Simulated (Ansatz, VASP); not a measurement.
# One calculation of Al3Cu, two programs

The input INCAR:

```
SYSTEM = Al3Cu
ALGO     = Normal         ! electronic algorithm
EDIFF    = 1E-6           ! SCF threshold, eV
ENCUT    = 520            ! plane-wave cutoff, eV
GGA      = PS             ! functional
ISIF     = 2              ! what is computed and relaxed
ISMEAR   = 1              ! smearing method
IVDW     = 13             ! dispersion correction
LASPH    = .True.         ! aspherical terms in the spheres
LCHARG   = .False.        ! write CHGCAR
LREAL    = .False.        ! projectors in reciprocal space
LWAVE    = .False.        ! write WAVECAR
NBANDS   = 18             ! bands
NELM     = 60             ! most SCF steps
PREC     = Accurate       ! precision mode
SIGMA    = 0.15           ! smearing width, eV
```

KPOINTS

```
k-points
0
Gamma
  3 3 3
  0 0 0
```

POSCAR

```
Al3Cu
1.0
    3.9241510000      0.0000000000      0.0000000000
    0.0000000000      3.9241510000      0.0000000000
    0.0000000000      0.0000000000      3.9241510000
Al Cu
3 1
Direct
    0.0000000000      0.5000000000      0.5000000000
    0.5000000000      0.0000000000      0.5000000000
    0.5000000000      0.5000000000      0.0000000000
    0.0000000000      0.0000000000      0.0000000000
```

Input for Ansatz:

```yaml
crystal:
  lattice:
    - [3.924151, 0.0, 0.0]
    - [0.0, 3.924151, 0.0]
    - [0.0, 0.0, 3.924151]
  atoms:
    - { symbol: Al, position: [0.0, 0.5, 0.5] }
    - { symbol: Al, position: [0.5, 0.0, 0.5] }
    - { symbol: Al, position: [0.5, 0.5, 0.0] }
    - { symbol: Cu, position: [0.0, 0.0, 0.0] }
kpoints:
  mp_grid:
    grid: [3, 3, 3]
hamiltonian:
  xc: pbesol
  dispersion: d4
  pseudopotentials:
    kind: paw
scf:
  occupations:
    method: cold
    width: 0.15
output:
  eigenvalues: true
```

The cell comes from a database or a generator and needn't be the stable form of this composition.

Alike in both runs: task single point; functional PBEsol; dispersion D4; k mesh 3 × 3 × 3; no spin polarisation.

|  | VASP | Ansatz |
| --- | --- | --- |
| version | VASP 6.6.1 | Ansatz 0.2.0 |
| potentials or method | VASP PAW PBE potentials, release 64 (Al, Cu) | plane waves, PAW |
| plane-wave cutoff (eV) | 520 | 420 |
| occupations | methfessel-paxton of order 1, width 0.15 eV | cold, width 0.15 eV |
| valence electrons in the cell | 20 | 28 |

```csv
,VASP,Ansatz,Ansatz less VASP
gap on the k mesh at the Fermi level (eV),none,none,-
dispersion energy (meV/atom),-226.0,-226.2,-0.13
```

A gap of «none» marks a metal or a gap that the smearing closes. The two sets of potentials don't hold the same shells in valence.

Caveats: the k mesh is coarse (spacing up to 0.53 Å⁻¹), so the values aren't converged.
